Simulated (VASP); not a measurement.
# VASP 6.6.1 run: CdSe

INCAR

```
LASPH = .TRUE.
NSW = 0
GGA = PE
LREAL = .FALSE.
ALGO = Normal
LCHARG = .FALSE.
LWAVE = .FALSE.
SIGMA = 0.02
NELM = 67
EDIFF = 1E-7
ISIF = 2
IBRION = -1
ISMEAR = -1
NBANDS = 16
PREC = Accurate
ENCUT = 520
```

KPOINTS

```
KPOINTS created by Atomic Simulation Environment
0
Gamma
8 8 8
0 0 0
```

POSCAR

```
Cd Se
 1.0000000000000000
     0.0000000000000000    3.0677809641852400    3.0677809641852400
     3.0677809641852400    0.0000000000000000    3.0677809641852400
     3.0677809641852400    3.0677809641852400    0.0000000000000000
 Cd  Se
   1   1
Cartesian
  0.0000000000000000  0.0000000000000000  0.0000000000000000
  1.5338904820926200  1.5338904820926200  1.5338904820926200
```

The recommended PBE PAW datasets give the neutral cell 18 valence electrons.

Command

```
mpirun -np 1 vasp_std
```

OSZICAR

```
N       E                     dE             d eps       ncg     rms          rms(c)
DAV:   1     0.106330176761E+03    0.10633E+03   -0.87710E+03   952   0.100E+03
DAV:   2    -0.186220475068E+01   -0.10819E+03   -0.10241E+03  1176   0.248E+02
DAV:   3    -0.585078523553E+01   -0.39886E+01   -0.39830E+01  1072   0.493E+01
DAV:   4    -0.586783164528E+01   -0.17046E-01   -0.17046E-01  1208   0.325E+00
DAV:   5    -0.586794000608E+01   -0.10836E-03   -0.10836E-03  1080   0.224E-01    0.589E+00
DAV:   6    -0.550919552597E+01    0.35874E+00   -0.54746E-01  1368   0.868E+00    0.470E+00
DAV:   7    -0.548779791700E+01    0.21398E-01   -0.14104E-01  1080   0.249E+00    0.204E+00
DAV:   8    -0.548871907860E+01   -0.92116E-03   -0.13049E-02  1112   0.137E+00    0.246E-01
DAV:   9    -0.548891133691E+01   -0.19226E-03   -0.13834E-03  1096   0.473E-01    0.464E-02
DAV:  10    -0.548898011152E+01   -0.68775E-04   -0.15431E-04  1192   0.153E-01    0.434E-02
DAV:  11    -0.548902984131E+01   -0.49730E-04   -0.81735E-05  1128   0.569E-02    0.166E-02
DAV:  12    -0.548902959411E+01    0.24720E-06   -0.19350E-06  1072   0.166E-02    0.611E-03
DAV:  13    -0.548903021187E+01   -0.61776E-06   -0.17386E-06  1152   0.675E-03    0.292E-03
DAV:  14    -0.548903019018E+01    0.21690E-07   -0.57998E-08   888   0.190E-03
   1 F= -.54890302E+01 E0= -.54890302E+01  d E =-.384555E-08
```

From OUTCAR

```
k-points           NKPTS =     29   k-points in BZ     NKDIM =     29   number of bands    NBANDS=     16

   NELECT =      18.0000    total number of electrons

   dimension x,y,z NGX =    32 NGY =   32 NGZ =   32
   dimension x,y,z NGXF=    64 NGYF=   64 NGZF=   64

  energy-cutoff  :      520.00
  volume of cell :       57.74
      direct lattice vectors                 reciprocal lattice vectors
     0.000000000  3.067780964  3.067780964    -0.162984257  0.162984257  0.162984257
     3.067780964  0.000000000  3.067780964     0.162984257 -0.162984257  0.162984257
     3.067780964  3.067780964  0.000000000     0.162984257  0.162984257 -0.162984257

 k-points in reciprocal lattice and weights: KPOINTS created by Atomic Simulation Env
   0.00000000  0.00000000  0.00000000       0.002
   0.12500000  0.00000000  0.00000000       0.016
   0.25000000  0.00000000  0.00000000       0.016
   0.37500000  0.00000000  0.00000000       0.016
   0.50000000  0.00000000  0.00000000       0.008
   0.12500000  0.12500000  0.00000000       0.012
   0.25000000  0.12500000  0.00000000       0.047
   0.37500000  0.12500000  0.00000000       0.047
   ...

 E-fermi :   1.0263

 k-point     1 :       0.0000    0.0000    0.0000
  band No.  band energies     occupation
      1     -11.7124      2.00000
      2      -7.1119      2.00000
      3      -7.1119      2.00000
      4      -7.1119      2.00000
      5      -6.7649      2.00000
      6      -6.7649      2.00000
      7       0.7377      2.00000
      8       0.7377      2.00000
      9       0.7377      2.00000
     10       1.2925      0.00000
     11       6.6714      0.00000
     12       6.6714      0.00000
     13       6.6714      0.00000
     14      10.4186      0.00000
     15      11.7776      0.00000
     16      11.7776      0.00000

 k-point     2 :       0.1250    0.0000    0.0000
  band No.  band energies     occupation
      1     -11.6620      2.00000
      2      -7.0959      2.00000
      3      -7.0959      2.00000
      4      -7.0653      2.00000
      5      -6.7657      2.00000
      6      -6.7657      2.00000
      7      -0.4542      2.00000
      8       0.6186      2.00000
      9       0.6186      2.00000
     10       2.2902      0.00000
     11       6.4557      0.00000
     12       6.8675      0.00000
     13       6.8675      0.00000
     14      11.0296      0.00000
     15      11.0296      0.00000
     16      11.1417      0.00000

 k-point     3 :       0.2500    0.0000    0.0000
  band No.  band energies     occupation
      1     -11.5388      2.00000
      2      -7.0610      2.00000
      3      -7.0610      2.00000
      4      -6.9094      2.00000
      5      -6.7628      2.00000
      6      -6.7628      2.00000
      7      -1.8630      2.00000
      8       0.3554      2.00000
      9       0.3554      2.00000
     10       2.9885      0.00000
     11       6.6647      0.00000
     12       7.1758      0.00000
     13       7.1758      0.00000
     14      10.7865      0.00000
     15      10.7865      0.00000
     16      10.8310      0.00000

 ...

  Total        0.6096899      0.6096899      0.6096899      0.0000000     -0.0000000      0.0000000
  in kB       16.9167336     16.9167336     16.9167336      0.0000000     -0.0000000      0.0000000
  external PRESSURE =      16.9167336 kB  Pullay stress =       0.0000000 kB

 POSITION                                       TOTAL-FORCE (eV/Angst)
 -----------------------------------------------------------------------------------
      0.00000      0.00000      0.00000        -0.000000     -0.000000     -0.000000
      1.53389      1.53389      1.53389         0.000000      0.000000      0.000000
 -----------------------------------------------------------------------------------
    total drift:                               -0.000000     -0.000000     -0.000000

  FREE ENERGIE OF THE ION-ELECTRON SYSTEM (eV)
  ---------------------------------------------------
  free  energy   TOTEN  =        -5.4890301902 eV

  energy  without entropy=       -5.4890301863  energy(sigma->0) =       -5.48903019
```

It converged. Results: gap between bands v and c on the k mesh 0.55 eV; least direct gap on the k mesh 0.55 eV; pressure 1.7 GPa. Band v is the last that the valence electrons fill when counted band by band, and c is the next.

For comparison, a separate PBE run of the intended cell, on usual settings and not on those above, gives a gap of 0.55 eV on its mesh and a pressure of 1.7 GPa.

The run above took about 21 s on one core of a shared host (Intel Xeon Platinum 8488C) and held 0.18 GiB at most.
